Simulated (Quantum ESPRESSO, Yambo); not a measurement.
An input for Yambo 5.3.0 (AlAs (F-43m)):

```
optics
chi
dipoles
Chimod= "HARTREE"
% QpntsRXd
 1 | 4 |
%
% BndsRnXd
 1 | 55 |
%
NGsBlkXd= 3 Ry
% EnRngeXd
 0 | 30 | eV
%
% DmRngeXd
 0.2 | 0.2 | eV
%
ETStpsXd= 301
% LongDrXd
 1 | 0 | 0 |
%
```

```sh
OMP_NUM_THREADS=1 mpirun -n 4 yambo -F optics1.in -J optics1 -C optics1 > optics1.log
```

The stored states that it reads are on a 6×6×6 mesh. Symmetry: F-43m, No. 216, cubic system. Conventional cell: a = 5.661 Å, b = 5.661 Å, c = 5.661 Å, α = 90.00°, β = 90.00°, γ = 90.00°. Nearest to Al lie 4 As at 2.45 Å. Nearest to As lie 4 Al at 2.45 Å. Farther neighbours are not listed.

Q: Estimate wall time and host memory on 4 MPI ranks of Arm Neoverse V1, shared host.

It took 46 s; on shared hardware allow 23 s to 92 s. Peak host memory was 1.5 GiB.

[Paths, hosts, dates, memory and timing lines, banners, echoed tables and standing remarks are left out of the program output.]

[Logs are printed without paths, hosts, clocks, repeated set-up lines and the standing remarks that a program may print on its own settings, such as how far it seeks lower states.]

[Runs of the session that timed out or met a known fault of the program may be left out.]

[Hosts, paths, dates, database ids (printed as entryN), source tags and the programs' standing remarks are cut or masked in the printed files.]
